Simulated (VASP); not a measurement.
# AlAs (F-43m) in VASP: further runs

One crystal, AlAs, is run at these levels: PBEsol; tasks: relaxation of cell and atoms.

Program: VASP 6.6.1. These are calculated values, not measurements. Logs are shortened: lines on timing, memory, paths and dates and some standing lists are left out, and cuts for length are marked.

### Step 1. The crystal as given

It takes space group F-43m (No. 216, cubic). The conventional cell has a = 5.661 Å, b = 5.661 Å, c = 5.661 Å, α = 90.00°, β = 90.00°, γ = 90.00°. Al (site symmetry -43m) has 4 As at 2.45 Å as nearest neighbours. As (site symmetry -43m) has 4 Al at 2.45 Å as nearest neighbours.

### Step 2. Relaxation of cell and atoms, PBEsol

INCAR reads:

```
SYSTEM = AlAs
  PREC = Accurate
  ENCUT = 600
  EDIFF = 1E-6
  ISMEAR = 0
  SIGMA = 0.03
  LREAL = .False.
  LASPH = .True.
  NELM = 80
  ALGO = Normal
  ISIF = 3
  LWAVE = .False.
  LCHARG = .False.
  GGA = PS
  IBRION = 2
  NSW = 90
  EDIFFG = -0.01
```

KPOINTS reads:

```
regular mesh
0
Gamma
  8 8 8
  0 0 0
```

POSCAR reads:

```
AlAs
1.0
    0.0000000000      2.8304000000      2.8304000000
    2.8304000000      0.0000000000      2.8304000000
    2.8304000000      2.8304000000      0.0000000000
Al As
1 1
Direct
    0.0000000000      0.0000000000      0.0000000000
    0.2500000000      0.2500000000      0.2500000000
```

Potentials or basis: VASP PAW PBE potentials, release 64 (Al, As).

Started as:

```
$ cat potpaw_PBE.64/Al/POTCAR potpaw_PBE.64/As/POTCAR > POTCAR
$ mpirun -np 1 vasp_std > vasp.out
```

OUTCAR:

```text
SYSTEM = AlAs
   PREC = Accurate
   ENCUT = 600
   EDIFF = 1E-6
   ISMEAR = 0
   LREAL = .False.
   LASPH = .True.
   NELM = 80
   ISIF = 3
   GGA = PS
   IBRION = 2
   NSW = 90
   EDIFFG = -0.01

 ion  position               nearest neighbor table
   1  0.000  0.000  0.000-   2 2.45   2 2.45   2 2.45   2 2.45
   2  0.250  0.250  0.250-   1 2.45   1 2.45   1 2.45   1 2.45

  LATTYP: Found a face centered cubic cell.
 ALAT       =     5.6608000000

  Lattice vectors:

 A1 = (   0.0000000000,   2.8304000000,   2.8304000000)
 A2 = (   2.8304000000,   0.0000000000,   2.8304000000)
 A3 = (   2.8304000000,   2.8304000000,   0.0000000000)

Analysis of symmetry for initial positions (statically):
=====================================================================
 Subroutine PRICEL returns:
 Original cell was already a primitive cell.

 Routine SETGRP: Setting up the symmetry group for a
 face centered cubic supercell.

 Subroutine GETGRP returns: Found 24 space group operations
 (whereof 24 operations were pure point group operations)
 out of a pool of 48 trial point group operations.

The static configuration has the point symmetry T_d .

Analysis of symmetry for dynamics (positions and initial velocities):
=====================================================================
 Subroutine PRICEL returns:
 Original cell was already a primitive cell.

 Routine SETGRP: Setting up the symmetry group for a
 face centered cubic supercell.

 Subroutine GETGRP returns: Found 24 space group operations
 (whereof 24 operations were pure point group operations)
 out of a pool of 48 trial point group operations.

The dynamic configuration has the point symmetry T_d .

 Subroutine INISYM returns: Found 24 space group operations
 (whereof 24 operations are pure point group operations),
 and found     1 'primitive' translations

----------------------------------------------------------------------------------------

                                     Primitive cell

  volume of cell :      45.3496

  direct lattice vectors                    reciprocal lattice vectors
     0.000000000  2.830400000  2.830400000    -0.176653477  0.176653477  0.176653477
     2.830400000  0.000000000  2.830400000     0.176653477 -0.176653477  0.176653477
     2.830400000  2.830400000  0.000000000     0.176653477  0.176653477 -0.176653477

  length of vectors
     4.002790067  4.002790067  4.002790067     0.305972797  0.305972797  0.305972797

  position of ions in fractional coordinates (direct lattice)
     0.000000000  0.000000000  0.000000000
     0.250000000  0.250000000  0.250000000

  ion indices of the primitive-cell ions
   primitive index   ion index
                 1           1
                 2           2

----------------------------------------------------------------------------------------

 KPOINTS: regular mesh

Automatic generation of k-mesh.
 Grid dimensions read from file:
 generate k-points for:    8    8    8

 Generating k-lattice:

  Cartesian coordinates                     Fractional coordinates (reciprocal lattice)
    -0.022081685  0.022081685  0.022081685     0.125000000  0.000000000  0.000000000
     0.022081685 -0.022081685  0.022081685     0.000000000  0.125000000  0.000000000
     0.022081685  0.022081685 -0.022081685     0.000000000  0.000000000  0.125000000

  Length of vectors
     0.038246600  0.038246600  0.038246600

  Shift w.r.t. Gamma in fractional coordinates (k-lattice)
     0.000000000  0.000000000  0.000000000

 Subroutine IBZKPT returns following result:
 ===========================================

 Found     29 irreducible k-points:

 Following reciprocal coordinates:
            Coordinates               Weight
  0.000000  0.000000  0.000000      1.000000
  0.125000  0.000000  0.000000      8.000000
  0.250000  0.000000  0.000000      8.000000
  0.375000  0.000000  0.000000      8.000000
  0.500000  0.000000  0.000000      4.000000
  0.125000  0.125000  0.000000      6.000000
[... 16 lines left out ...]
  0.500000  0.250000  0.125000     48.000000
 -0.375000  0.250000  0.125000     24.000000
 [... further k-points ...]
   k-points           NKPTS =     29   k-points in BZ     NKDIM =     29   number of bands    NBANDS=      8
   number of dos      NEDOS =    301   number of ions     NIONS =      2
   total plane-waves  NPLWV =  32768
   dimension x,y,z NGX =    32 NGY =   32 NGZ =   32
   dimension x,y,z NGXF=    64 NGYF=   64 NGZF=   64
   ions per type =               1   1
   NGX,Y,Z   is equivalent  to a cutoff of  13.29, 13.29, 13.29 a.u.
   NGXF,Y,Z  is equivalent  to a cutoff of  26.58, 26.58, 26.58 a.u.
 SYSTEM =  AlAs
   PREC   = accura    normal or accurate (medium, high low for compatibility)
   ISTART =      0    job   : 0-new  1-cont  2-samecut
   ICHARG =      2    charge: 1-file 2-atom 10-const
   ISPIN  =      1    spin polarized calculation?
   LNONCOLLINEAR =      F non collinear calculations
   LSORBIT =      F    spin-orbit coupling
   LASPH  =      T    aspherical Exc in radial PAW
   ENCUT  =  600.0 eV  44.10 Ry    6.64 a.u.   7.99  7.99  7.99*2*pi/ulx,y,z
   NELM   =     80;   NELMIN=  2; NELMDL= -5     # of ELM steps
   EDIFF  = 0.1E-05   stopping-criterion for ELM
   LREAL  =      F    real-space projection
   EDIFFG = -.1E-01   stopping-criterion for IOM
   NSW    =     90    number of steps for IOM
   IBRION =      2    ionic relax: 0-MD 1-quasi-New 2-CG
   NFREE  =      1    steps in history (QN), initial steepest desc. (CG)
   ISIF   =      3    stress and relaxation
   ISYM   =      2    0-nonsym 1-usesym 2-fastsym
   POTIM  = 0.5000    time-step for ionic-motion
   TEBEG  =    0.0;   TEEND  =   0.0 temperature during run
   PSTRESS=    0.0 pullay stress
   NELECT =       8.0000    total number of electrons
   NUPDOWN=      -1.0000    fix difference up-down
   EMIN   =  10.00;   EMAX   =-10.00  energy-range for DOS
   EFERMI =   0.00;   METHOD = LEGACY
   ISMEAR =     0;   SIGMA  =   0.03  broadening in eV -4-tet -1-fermi 0-gaus
   EFERMI_NEDOS =   21; number of points for ismear=-14 and -15
   IALGO  =     38    algorithm
   IMIX   =      4    mixing-type and parameters
     AMIX     =   0.40;   BMIX     =  1.00
     AMIX_MAG =   1.60;   BMIX_MAG =  1.00
  volume/ion in A,a.u.               =      22.67       153.02
  Fermi-wavevector in a.u.,A,eV,Ry     =   0.918150  1.735052 11.469706  0.843000
  Thomas-Fermi vector in A             =   2.043199
   LORBIT       =      0    0 simple, 1 ext, 2 COOP (PROOUT), +10 PAW based schemes
   GGA     = PS    functional components
   LHFCALC =     F    Hartree Fock is set to
   AEXX    =    0.0000 exact exchange contribution
   IVDW    =     0    specifies the selected vdW correction
   LEPSILON=     F    determine dielectric tensor
   LRPA    =     F    only Hartree local field effects (RPA)
 conjugate gradient relaxation of ions
 non-spin polarized calculation
 Gauss-broadening in eV      SIGMA  =   0.03
  energy-cutoff  :      600.00
  volume of cell :       45.35
 maximum number of plane-waves:      1540
   NGX = 15   NGY = 15   NGZ = 15

--------------------------------------- Ionic step        1  -------------------------------------------

 number of electron       8.0000001 magnetization

 Free energy of the ion-electron system (eV)
  ---------------------------------------------------
  ext. energy  EPLUGINS =         0.00000000
  ---------------------------------------------------
  free energy    TOTEN  =       -10.06365207 eV

  energy without entropy =      -10.06365207  energy(sigma->0) =      -10.06365207

------------------------ aborting loop because EDIFF is reached ----------------------------------------

  FORCE on cell =-STRESS in cart. coord.  units (eV):
  Direction    XX          YY          ZZ          XY          YZ          ZX
  --------------------------------------------------------------------------------------
  -------------------------------------------------------------------------------------
  Total        0.2326517      0.2326517      0.2326517      0.0000000     -0.0000000     -0.0000000
  in kB        8.2194622      8.2194622      8.2194622      0.0000000     -0.0000000     -0.0000000
  external PRESSURE =       8.2194622 kB  Pullay stress =       0.0000000 kB
[... 57 lines left out ...]
  energy  without entropy=      -10.0646022920  energy(sigma->0) =      -10.06460229

--------------------------------------- Ionic step        3  -------------------------------------------

 number of electron       8.0000001 magnetization

 Free energy of the ion-electron system (eV)
  ---------------------------------------------------
  ext. energy  EPLUGINS =         0.00000000
  ---------------------------------------------------
  free energy    TOTEN  =       -10.06493621 eV

  energy without entropy =      -10.06493621  energy(sigma->0) =      -10.06493621

 E-fermi :   3.8681     XC(G=0):  -9.1529

 val. band max:        3.7082847655   @ k =   0.0000   0.0000   0.0000
 cond. band min:       5.0465055101   @ k =   0.5000   0.5000   0.0000
 fundamental gap:      1.3382207445
 Fermi energy:         3.8681211338

 k-point     1 :       0.0000    0.0000    0.0000
  band No.  band energies     occupation
      1      -8.1168      2.00000
      2       3.7083      2.00000
      3       3.7083      2.00000
      4       3.7083      2.00000
      5       5.6018      0.00000
      6       7.9525      0.00000
      7       7.9525      0.00000
      8       7.9525      0.00000
[... 243 lines left out ...]
 k-point    24 :      -0.3750    0.2500    0.1250
  band No.  band energies     occupation
      1      -6.4569      2.00000
      2      -1.5329      2.00000
      3       1.0195      2.00000
      4       2.1723      2.00000
      5       7.2939      0.00000
      6       7.8607      0.00000
      7      10.3076      0.00000
      8      11.2383      0.00000

 [... further k-points ...]
[... 5 lines left out ...]
  --------------------------------------------------------------------------------------
  -------------------------------------------------------------------------------------
  Total        0.0008354      0.0008354      0.0008354      0.0000000     -0.0000000      0.0000000
  in kB        0.0291895      0.0291895      0.0291895      0.0000000     -0.0000000      0.0000000
  external PRESSURE =       0.0291895 kB  Pullay stress =       0.0000000 kB
[... 17 lines left out ...]
  FREE ENERGIE OF THE ION-ELECTRON SYSTEM (eV)
  ---------------------------------------------------
  free  energy   TOTEN  =       -10.0649362116 eV

  energy  without entropy=      -10.0649362116  energy(sigma->0) =      -10.06493621

 reached required accuracy - stopping structural energy minimisation
```

Run time: 18 s. Hardware: 1 thread of Intel Xeon Platinum 8259CL at 2.50GHz (Skylake/Cascade Lake), shared host; peak memory 0.19 GiB.

Results:

* Free energy: -10.0649 eV
* Relaxed volume: 22.93 Å³/atom
* Relaxed cell: a = 4.018 Å, b = 4.018 Å, c = 4.018 Å, α = 60.00°, β = 60.00°, γ = 60.00°
* Space group after relaxing (to 0.05 Å): F-43m (No. 216)
* Energy gained by relaxing: 0.6 meV/atom
* Ionic steps: 3
* Pressure after relaxing: 0.0 GPa
* Band gap on the k mesh: 1.34 eV, indirect (least direct gap 1.89 eV)

Step by step:
```tsv
step	energy change (eV)	largest force (eV/Å)	pressure (GPa)	volume (Å³)
1	0.0000	0.0000	0.82	45.35
2	-0.0010	0.0000	-0.41	46.12
3	-0.0013	0.0000	0.00	45.86
```

Final structure:
```
CELL_PARAMETERS angstrom
0.00000 2.84088 2.84088
2.84088 0.00000 2.84088
2.84088 2.84088 0.00000
ATOMIC_POSITIONS crystal
Al 0.00000 0.00000 0.00000
As 0.25000 0.25000 0.25000
```

Caveat: the PAW data sets were made with another functional, which shifts forces and pressure a little. A k mesh can miss the band edges.

### Step 3. Relaxation of cell and atoms, PBEsol

This run uses another cell than the first one, of 22.93 Å³/atom, 1.011 times its volume.

Edit INCAR of step 2 so:

```diff
@@ -3,3 +3,3 @@
   ENCUT = 600
-  EDIFF = 1E-6
+  EDIFF = 1E-7
   ISMEAR = 0
@@ -16,2 +16,2 @@
   NSW = 90
-  EDIFFG = -0.01
+  EDIFFG = -0.005
```

KPOINTS is that of step 2.

POSCAR reads:

```
AlAs                                    
1.0
   -0.0000000000      2.8408844734      2.8408844734
    2.8408844734     -0.0000000000      2.8408844734
    2.8408844734      2.8408844734     -0.0000000000
  Al              As            
     1     1
Direct
     0.0000000000000000    0.0000000000000000    0.0000000000000000
     0.2500000000000000    0.2500000000000000    0.2500000000000000
```

Potentials or basis: VASP PAW PBE potentials, release 64 (Al, As).

Started as:

```
$ cat potpaw_PBE.64/Al/POTCAR potpaw_PBE.64/As/POTCAR > POTCAR
$ mpirun -np 1 vasp_std > vasp.out
```

Wall time 9.5 s (1 thread of Intel Xeon Platinum 8259CL at 2.50GHz (Skylake/Cascade Lake), shared host); peak memory 0.18 GiB.

It converged, with:

```
Free energy             : -10.0649 eV
Pressure after relaxing : 0.0 GPa
Band gap on the k mesh  : 1.34 eV, indirect (least direct gap 1.89 eV)
```

Final structure:
```
CELL_PARAMETERS angstrom
0.00000 2.84088 2.84088
2.84088 0.00000 2.84088
2.84088 2.84088 0.00000
ATOMIC_POSITIONS crystal
Al 0.00000 0.00000 0.00000
As 0.25000 0.25000 0.25000
```

Levels at points of the mesh, in eV from the valence-band top:
```csv
k point,band 1,band 2,band 3,band 4,band 5,band 6,band 7,band 8
"(0.00, 0.00, 0.00)",-11.83,0.00,0.00,0.00,1.89,4.24,4.24,4.24
"(0.50, 0.00, 0.00)",-10.42,-5.55,-0.82,-0.82,2.04,4.62,4.62,7.56
"(0.50, 0.50, 0.00)",-9.88,-5.40,-2.16,-2.16,1.34,2.22,10.20,10.20
```

Caveat: the relaxation stopped at its first step, so nothing moved; the PAW data sets were made with another functional, which shifts forces and pressure a little.
